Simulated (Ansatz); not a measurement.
# Ti: the cost of one run

Computed with Ansatz 0.2.0 (DFT PBEsol, scalar-relativistic, plane waves, PAW, unless a step's input says otherwise).

28 further runs of the same task are left out: 28 set aside as unsound or not needed.

## 1. Starting point

The structure is cubic, space group Im-3m (No. 229). The conventional cell has a = 3.210 Å, b = 3.210 Å, c = 3.210 Å, α = 90.00°, β = 90.00°, γ = 90.00°. Ti (site symmetry m-3m) has 8 Ti at 2.78 Å as nearest neighbours.

Coordinates:

```cif
data_structure
_symmetry_space_group_name_H-M 'Im-3m'
_symmetry_Int_Tables_number 229
_cell_length_a 3.2102
_cell_length_b 3.2102
_cell_length_c 3.2102
_cell_angle_alpha 90.000
_cell_angle_beta 90.000
_cell_angle_gamma 90.000
_cell_volume 33.08
loop_
_atom_site_label
_atom_site_type_symbol
_atom_site_symmetry_multiplicity
_atom_site_Wyckoff_symbol
_atom_site_fract_x
_atom_site_fract_y
_atom_site_fract_z
_atom_site_occupancy
Ti1 Ti 2 a 0.00000 0.00000 0.00000 1
```

This cell was relaxed beforehand with the same method: volume 16.54 Å³/atom, gap on the mesh none (metal).

## 2. Plan of the line

The energy is mapped over volume and a fixed ferromagnetic moment.

First coordinate, volume per atom: 7 values from 13.56 to 19.52 Å³. Second coordinate, total spin moment of the cell, held fixed: 9 values from 0.000 to 1.000 μB.

Nothing else is relaxed (shape and fractional coordinates fixed). Points are written as (first, second).

## 3. Grid point (13.56 Å³, 0.500 μB)

The input, input.yaml:

```yaml
crystal:
  lattice:
    - [-1.5023666344, 1.5023666344, 1.5023666344]
    - [1.5023666344, -1.5023666344, 1.5023666344]
    - [1.5023666344, 1.5023666344, -1.5023666344]
  atoms:
    - { symbol: Ti, position: [0.0, 0.0, 0.0], spin: 0.5 }
basis:
  ecutwfc: 520.0
kpoints:
  mp_grid: { grid: [22, 22, 22] }
hamiltonian:
  xc: pbesol
  pseudopotentials: { kind: paw }
scf:
  occupations: { method: gaussian, width: 0.15 }
  lower_state_search: "off"
output:
  forces: true
  stress: true
  eigenvalues: true
  populations: true
magnetization:
  spin_polarized: true
  initial_magnetization: 0.5
  spin_locking: { lock_magnetization: hard }
```

Started as:

```bash
ansatz run input.yaml --threads 1 --pin off --max-ram 2048MiB --backend cpu --events-out ev --progress --plain --runs-dir out
```

Q: Estimate wall time and peak memory on 1 thread of Arm Neoverse N1, shared host.

About 18 s, with a peak of 0.37 GiB.
